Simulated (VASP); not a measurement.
# GaN (F-43m) in VASP: Born charges and dielectric tensor with LDA

Aim: the Born charges and dielectric tensor of GaN with LDA.

Program: VASP 6.6.1. These are calculated values, not measurements. Logs are shortened: lines on timing, memory, paths and dates and some standing lists are left out, and cuts for length are marked.

**What was measured.**

A printed reference work, textbook reports, for a bulk crystal of GaN at 0 K: band gap 3.299 eV (direct).

How close the calculation comes is told below.

## (1) The crystal as given

Symmetry: F-43m, No. 216, cubic system. Conventional cell: a = 4.507 Å, b = 4.507 Å, c = 4.507 Å, α = 90.00°, β = 90.00°, γ = 90.00°. Around Ga (site symmetry -43m) lie 4 N at 1.95 Å. N (site symmetry -43m) has 4 Ga at 1.95 Å as nearest neighbours.

The cell is a database's computed one.

## (2) Born charges and dielectric tensor, LDA

The input, INCAR:

```
SYSTEM = GaN
PREC     = Accurate       ! precision mode
ENCUT    = 600            ! plane-wave cutoff, eV
EDIFF    = 1E-8           ! SCF threshold, eV
ISMEAR   = 0              ! smearing method
SIGMA    = 0.02           ! smearing width, eV
LREAL    = .False.        ! projectors in reciprocal space
LASPH    = .True.         ! aspherical terms in the spheres
NELM     = 100            ! most SCF steps
ALGO     = Fast           ! electronic algorithm
ISIF     = 2              ! what is computed and relaxed
LWAVE    = .False.        ! write WAVECAR
LCHARG   = .False.        ! write CHGCAR
LEPSILON = .True.         ! dielectric tensor by DFPT
IBRION   = 8              ! ionic algorithm
NSW      = 1              ! ionic steps
```

The input, KPOINTS:

```
Automatic mesh
0
Gamma
  10 10 10
  0 0 0
```

The input, POSCAR:

```
GaN
1.0
    0.0000000000      2.2535006100      2.2535006100
    2.2535006100      0.0000000000      2.2535006100
    2.2535006100      2.2535006100      0.0000000000
Ga N
1 1
Direct
    0.0000000000      0.0000000000      0.0000000000
    0.2500000000      0.2500000000      0.2500000000
```

Potentials or basis: VASP PAW LDA potentials, release 64 (Ga_d, N).

Launch:

```sh
cat potpaw_LDA.64/Ga_d/POTCAR potpaw_LDA.64/N/POTCAR > POTCAR
mpirun -np 1 vasp_std > vasp.out
```

OUTCAR:

```text
SYSTEM = GaN
   PREC = Accurate
   ENCUT = 600
   EDIFF = 1E-8
   ISMEAR = 0
   LREAL = .False.
   LASPH = .True.
   NELM = 100
   ISIF = 2
   LEPSILON = .True.
   IBRION = 8
   NSW = 1

 ion  position               nearest neighbor table
   1  0.000  0.000  0.000-   2 1.95   2 1.95   2 1.95   2 1.95
   2  0.250  0.250  0.250-   1 1.95   1 1.95   1 1.95   1 1.95

  LATTYP: Found a face centered cubic cell.
 ALAT       =     4.5070012200

  Lattice vectors:

 A1 = (   0.0000000000,   2.2535006100,   2.2535006100)
 A2 = (   2.2535006100,   0.0000000000,   2.2535006100)
 A3 = (   2.2535006100,   2.2535006100,   0.0000000000)

Analysis of symmetry for initial positions (statically):
=====================================================================
 Subroutine PRICEL returns:
 Original cell was already a primitive cell.

 Routine SETGRP: Setting up the symmetry group for a
 face centered cubic supercell.

 Subroutine GETGRP returns: Found 24 space group operations
 (whereof 24 operations were pure point group operations)
 out of a pool of 48 trial point group operations.

The static configuration has the point symmetry T_d .

Analysis of symmetry for dynamics (positions and initial velocities):
=====================================================================
 Subroutine PRICEL returns:
 Original cell was already a primitive cell.

 Routine SETGRP: Setting up the symmetry group for a
 face centered cubic supercell.

 Subroutine GETGRP returns: Found 24 space group operations
 (whereof 24 operations were pure point group operations)
 out of a pool of 48 trial point group operations.

The dynamic configuration has the point symmetry T_d .

 Subroutine INISYM returns: Found 24 space group operations
 (whereof 24 operations are pure point group operations),
 and found     1 'primitive' translations

----------------------------------------------------------------------------------------

                                     Primitive cell

  volume of cell :      22.8877

  direct lattice vectors                    reciprocal lattice vectors
     0.000000000  2.253500610  2.253500610    -0.221877020  0.221877020  0.221877020
     2.253500610  0.000000000  2.253500610     0.221877020 -0.221877020  0.221877020
     2.253500610  2.253500610  0.000000000     0.221877020  0.221877020 -0.221877020

  length of vectors
     3.186931125  3.186931125  3.186931125     0.384302272  0.384302272  0.384302272

  position of ions in fractional coordinates (direct lattice)
     0.000000000  0.000000000  0.000000000
     0.250000000  0.250000000  0.250000000

  ion indices of the primitive-cell ions
   primitive index   ion index
                 1           1
                 2           2

----------------------------------------------------------------------------------------

 KPOINTS: Automatic mesh

Automatic generation of k-mesh.
 Grid dimensions read from file:
 generate k-points for:   10   10   10

 Generating k-lattice:

  Cartesian coordinates                     Fractional coordinates (reciprocal lattice)
    -0.022187702  0.022187702  0.022187702     0.100000000  0.000000000  0.000000000
     0.022187702 -0.022187702  0.022187702     0.000000000  0.100000000  0.000000000
     0.022187702  0.022187702 -0.022187702     0.000000000  0.000000000  0.100000000

  Length of vectors
     0.038430227  0.038430227  0.038430227

  Shift w.r.t. Gamma in fractional coordinates (k-lattice)
     0.000000000  0.000000000  0.000000000

 Subroutine IBZKPT returns following result:
 ===========================================

 Found     47 irreducible k-points:

 Following reciprocal coordinates:
            Coordinates               Weight
[... 499 lines left out ...]
      0.00000      0.00000      0.00000        -0.000000     -0.000000     -0.000000
      1.12675      1.12675      1.12675         0.000000      0.000000      0.000000
 -----------------------------------------------------------------------------------
    total drift:                                0.000000      0.000000      0.000000

  FREE ENERGIE OF THE ION-ELECTRON SYSTEM (eV)
  ---------------------------------------------------
  free  energy   TOTEN  =       -13.9333576703 eV

  energy  without entropy=      -13.9333576703  energy(sigma->0) =      -13.93335767

 HEAD OF MICROSCOPIC STATIC DIELECTRIC TENSOR (INDEPENDENT PARTICLE, excluding Hartree and local field effects)
 ------------------------------------------------------
           6.221499     0.000000     0.000000
           0.000000     6.221499     0.000000
           0.000000     0.000000     6.221499
 ------------------------------------------------------

 Free energy of the ion-electron system (eV)
  ---------------------------------------------------
  ---------------------------------------------------
  free energy    TOTEN  =        -0.33252224 eV

  energy without entropy =       -0.33252224

------------------------ aborting loop because EDIFF is reached ----------------------------------------

--------------------------------------- Ionic step        2  -------------------------------------------

------------------------ aborting loop because EDIFF is reached ----------------------------------------

--------------------------------------- Ionic step        3  -------------------------------------------

------------------------ aborting loop because EDIFF is reached ----------------------------------------

 PIEZOELECTRIC TENSOR FIELD DIRECTION 3  (e Angst)
 -----------------------------------------------------------------------------
    -0.00114 -1.45567  0.00000           ( -0.00001 -0.10924  0.00000)
    -1.45567 -0.00114  0.00000           ( -0.10924 -0.00001  0.00000)
     0.00000  0.00000  0.00117           (  0.00000  0.00000 -0.00000)

 PIEZOELECTRIC TENSOR FIELD DIRECTION 3  (C/m^2)
 -----------------------------------------------------------------------------
    -0.00080 -1.01899  0.00000
    -1.01899 -0.00080  0.00000
     0.00000  0.00000  0.00082

--------------------------------------- Ionic step        4  -------------------------------------------

------------------------ aborting loop because EDIFF is reached ----------------------------------------

[... ionic steps 5 to 6 ...]

--------------------------------------- Ionic step        7  -------------------------------------------

 Free energy of the ion-electron system (eV)
  ---------------------------------------------------
  ---------------------------------------------------
  free energy    TOTEN  =        -0.22867855 eV

  energy without entropy =       -0.22867855

------------------------ aborting loop because EDIFF is reached ----------------------------------------

 INTERNAL STRAIN TENSOR  FOR ION    2  DIRECTION 1   (eV/Angst):
 -----------------------------------------------------------------------------
     0.00178  0.00000  0.00000
     0.00000 -0.00478 -7.46358
     0.00000 -7.46358 -0.00478

 MACROSCOPIC STATIC DIELECTRIC TENSOR (including local field effects in DFT)
 ------------------------------------------------------
           5.989554    -0.000000     0.000000
           0.000000     5.989554    -0.000000
          -0.000000    -0.000000     5.989554
 ------------------------------------------------------

 PIEZOELECTRIC TENSOR (including local field effects)  for field in x, y, z        (e  Angst)
          XX          YY          ZZ          XY          YZ          ZX
  --------------------------------------------------------------------------------
  x     0.00000    -0.00000    -0.00000     0.00000    -1.45681     0.00000
  y    -0.00000     0.00000    -0.00000     0.00000     0.00000    -1.45681
  z    -0.00000    -0.00000     0.00000    -1.45681     0.00000     0.00000

 PIEZOELECTRIC TENSOR (including local field effects)  for field in x, y, z        (C/m^2)
          XX          YY          ZZ          XY          YZ          ZX
  --------------------------------------------------------------------------------
  x     0.00000    -0.00000    -0.00000     0.00000    -1.01979     0.00000
  y    -0.00000     0.00000    -0.00000     0.00000     0.00000    -1.01979
  z    -0.00000    -0.00000     0.00000    -1.01979     0.00000     0.00000

 BORN EFFECTIVE CHARGES (including local field effects) (in |e|, cummulative output)
 ---------------------------------------------------------------------------------
 ion    1
    1     2.64332     0.00000     0.00000
    2     0.00000     2.64332     0.00000
    3     0.00000     0.00000     2.64332
 ion    2
    1    -2.64332     0.00000     0.00000
    2     0.00000    -2.64332     0.00000
    3     0.00000     0.00000    -2.64332

 INTERNAL STRAIN TENSOR FOR ION    2 for displacements in x,y,z  (eV/Angst):
          X           Y           Z          XY          YZ          ZX
  --------------------------------------------------------------------------------
  x     0.00000     0.00000     0.00000     0.00000    -7.46358     0.00000
  y     0.00000     0.00000     0.00000     0.00000     0.00000    -7.46358
  z     0.00000     0.00000     0.00000    -7.46358     0.00000     0.00000

 SECOND DERIVATIVES (NOT SYMMETRIZED)
 ------------------------------------
               1X          1Y          1Z          2X          2Y          2Z
  1X   -12.029148    0.000000    0.000000   12.029148    0.000000    0.000000
  1Y     0.000000  -12.029148    0.000000    0.000000   12.029148    0.000000
  1Z     0.000000    0.000000  -12.029148    0.000000    0.000000   12.029148
  2X    12.013881    0.000000    0.000000  -12.013881    0.000000    0.000000
  2Y     0.000000   12.013881    0.000000    0.000000  -12.013881    0.000000
  2Z     0.000000    0.000000   12.013881    0.000000    0.000000  -12.013881

 Eigenvectors and eigenvalues of the dynamical matrix
 ----------------------------------------------------

   1 f  =   15.870696 THz    99.718523 2PiTHz  529.389429 cm-1    65.635894 meV
             X         Y         Z           dx          dy          dz
      0.000000  0.000000  0.000000     0.000000    0.409152   -0.000000
      1.126750  1.126750  1.126750    -0.000000   -0.912466   -0.000000
[... 21 lines left out ...]
   6 f/i=    0.003762 THz     0.023639 2PiTHz    0.125497 cm-1     0.015560 meV
             X         Y         Z           dx          dy          dz
      0.000000  0.000000  0.000000     0.286677   -0.861624    0.089529
      1.126750  1.126750  1.126750     0.128547   -0.386354    0.040145

--------------------------------------------------------------------------------------------------------

 MACROSCOPIC STATIC DIELECTRIC TENSOR IONIC CONTRIBUTION
 ------------------------------------------------------
           4.595197     0.000000     0.000000
           0.000000     4.595197     0.000000
           0.000000     0.000000     4.595197
 ------------------------------------------------------

 ELASTIC MODULI CONTR FROM IONIC RELAXATION (kBar)
 Direction    XX          YY          ZZ          XY          YZ          ZX
 --------------------------------------------------------------------------------
 XX           0.0000      0.0000      0.0000      0.0000      0.0000      0.0000
 YY           0.0000      0.0000      0.0000      0.0000      0.0000      0.0000
 ZZ           0.0000      0.0000      0.0000      0.0000      0.0000      0.0000
 XY           0.0000      0.0000      0.0000   -297.6986      0.0000      0.0000
 YZ           0.0000      0.0000      0.0000      0.0000   -297.6986      0.0000
 ZX           0.0000      0.0000      0.0000      0.0000      0.0000   -297.6986
 --------------------------------------------------------------------------------

 PIEZOELECTRIC TENSOR IONIC CONTR  for field in x, y, z        (C/m^2)
          XX          YY          ZZ          XY          YZ          ZX
  --------------------------------------------------------------------------------
  x     0.00000     0.00000     0.00000     0.00000     1.10056     0.00000
  y     0.00000     0.00000     0.00000     0.00000     0.00000     1.10056
  z     0.00000     0.00000     0.00000     1.10056     0.00000     0.00000
```

Wall time 7.4 min (1 thread of Intel Xeon Platinum 8559C (Emerald Rapids), shared host); peak memory 0.29 GiB.

What came out:

```
Band gap on the k mesh                                  : 1.75 eV, direct
Electronic dielectric tensor (diagonal)                 : 5.99
Born charges (mean of the diagonal)                     : Ga +2.64; N -2.64 e
Highest phonon frequency at Γ, LO-TO splitting left out : 529 cm⁻¹
```

Phonon frequencies in cm⁻¹ (negative: imaginary):
| q point | frequencies |
| --- | --- |
| (0.000, 0.000, 0.000) | 0 0 0 529 529 529 |

Electronic dielectric tensor:
```
5.99 0.00 0.00
0.00 5.99 0.00
0.00 0.00 5.99
```

Born effective charge tensors (e):
atom 1, Ga
```
2.64 0.00 0.00
0.00 2.64 0.00
0.00 0.00 2.64
```
atom 2, N
```
-2.64  0.00  0.00
 0.00 -2.64  0.00
 0.00  0.00 -2.64
```

## (3) How close it comes

Step 2. A measured gap of GaN is 3.299 eV (direct; 0 K; a printed reference work, textbook); the calculated 1.75 eV misses it by -1.55 eV. Spin-orbit coupling on Ga is left out. The value is that of LDA, without temperature or zero-point motion. Semilocal functionals fall short of measured gaps as a rule. The cell is a database's relaxed one, not the measured one, which moves gaps too.
